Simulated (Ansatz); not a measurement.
# MoP: how well frozen cores do

Aim: solve MoP at one geometry with full-potential LAPW, frozen-core PAW and all-electron PAW on datasets made for the crystal, and see where they agree.

Computed with Ansatz 0.2.0 (DFT PBE, scalar-relativistic, unless a step's input says otherwise).

## Step 1: Starting point

The structure is hexagonal, space group P-6m2 (No. 187). The conventional cell has a = 3.223 Å, b = 3.223 Å, c = 3.191 Å, α = 90.00°, β = 90.00°, γ = 120.00°. Mo (site symmetry -6m2) has 6 P at 2.45 Å as nearest neighbours. Around P (site symmetry -6m2) lie 6 Mo at 2.45 Å.

Structure file:

```xyz
2
Lattice="3.2230 0.0000 0.0000 -1.6115 2.7912 0.0000 0.0000 0.0000 3.1910" Properties=species:S:1:pos:R:3 pbc="T T T"
Mo    0.0000    0.0000    0.0000
P     0.0000    1.8608    1.5955
```

The cell is a deposited one (Crystallography Open Database entry 1539074); the temperature and pressure of the measurement aren't taken into account, and nothing was relaxed.

Atoms are numbered in the order of the input: Mo1, P2.

## Step 2: Full-potential LAPW

input.yaml

```yaml
crystal:
  lattice:
    - [3.2230000535, 0.0, 0.0]
    - [-1.6115000268, 2.7911999227, 0.0]
    - [0.0, 0.0, 3.191]
  atoms:
    - { symbol: Mo, position: [0.0, 0.0, 0.0] }
    - { symbol: P, position: [0.3333333333, 0.6666666667, 0.5] }
kpoints:
  mp_grid: { grid: [15, 15, 13] }
  band_path:
    path:
      - [0.0, 0.0, 0.0]
      - [0.5, 0.0, 0.0]
      - [0.3333333333, 0.3333333333, 0.0]
      - [0.0, 0.0, 0.0]
      - [0.0, 0.0, 0.5]
      - [0.5, 0.0, 0.5]
      - [0.3333333333, 0.3333333333, 0.5]
      - [0.0, 0.0, 0.5]
      - [0.5, 0.0, 0.5]
    npoints: 14
scf:
  occupations: { method: fermi_dirac, width: 0.08 }
hamiltonian:
  xc: pbe
  pseudopotentials: { kind: all_electron, lapw: { basis_error: 0.00025 } }
output:
  forces: true
  stress: true
  eigenvalues: true
  populations: true
  dos: { projected: true, de: 0.2, e_range: [-14, 8] }
```

Started as:

```
> ansatz run input.yaml --threads 1 --pin off --max-ram 2048MiB --backend cpu --events-out ev --progress --plain --runs-dir out
```

## Step 3: Frozen-core PAW

Changes to input.yaml since step 2:

```diff
@@ -26,3 +26,3 @@
   xc: pbe
-  pseudopotentials: { kind: all_electron, lapw: { basis_error: 0.00025 } }
+  pseudopotentials: { kind: paw }
 output:
@@ -31,3 +31,9 @@
   eigenvalues: true
+  efg: { contact_densities: true }
   populations: true
+  bader: true
   dos: { projected: true, de: 0.2, e_range: [-14, 8] }
+  write_density: true
+  write_potential: true
+  elf: true
+  volumetric_format: npy
```

## Step 4: All-electron PAW on datasets made for the crystal

Changes to input.yaml since step 3:

```diff
@@ -21,3 +21,3 @@
       - [0.5, 0.0, 0.5]
-    npoints: 14
+    npoints: 8
 scf:
@@ -26,3 +26,3 @@
   xc: pbe
-  pseudopotentials: { kind: paw }
+  pseudopotentials: { kind: all_electron, datasets: crystal }
 output:
@@ -32,8 +32 @@
   efg: { contact_densities: true }
-  populations: true
-  bader: true
-  dos: { projected: true, de: 0.2, e_range: [-14, 8] }
-  write_density: true
-  write_potential: true
-  elf: true
-  volumetric_format: npy
```

(Steps that only read results are left out.)

Q: Predict the outcome of this session. Wanted: pressure; gap; Bader charges; highest ELF.

The runs gave:

```
           quantity                                           value
           pressure  LAPW 2.77, PAW 2.75, crystal datasets 2.77 GPa
         gap (LAPW)                                            none
Bader charges (PAW)                           Mo1 +0.75, P2 -0.75 e
  highest ELF (PAW)                             0.82, 0.88 Å from P
```

What this shows: At this geometry the cell is under compression of 2.8 GPa, so it would expand if let go. With 43 electrons in the bands of a cell, and no spin, a band must be partly filled: it is a metal at this level. Within 0.3 eV of the Fermi level the largest projected share is Mo 4d (88 %). The projection holds only the free atom's occupied shells (Mo 5s, Mo 4d, P 3s, P 3p in this range). The field gradient at P2, the largest by crystal datasets, is -0.62 by PAW and -0.64 by crystal datasets (10²¹ V/m²), within 5 %. No spin–orbit coupling: at heavy atoms the gradients can be off by tens of per cent for that reason. In pressure, PAW differs from LAPW by -0.02 GPa. The price, with the outputs that each input asks for: 47 s for LAPW against 19 s for PAW, about 2.4 to one.
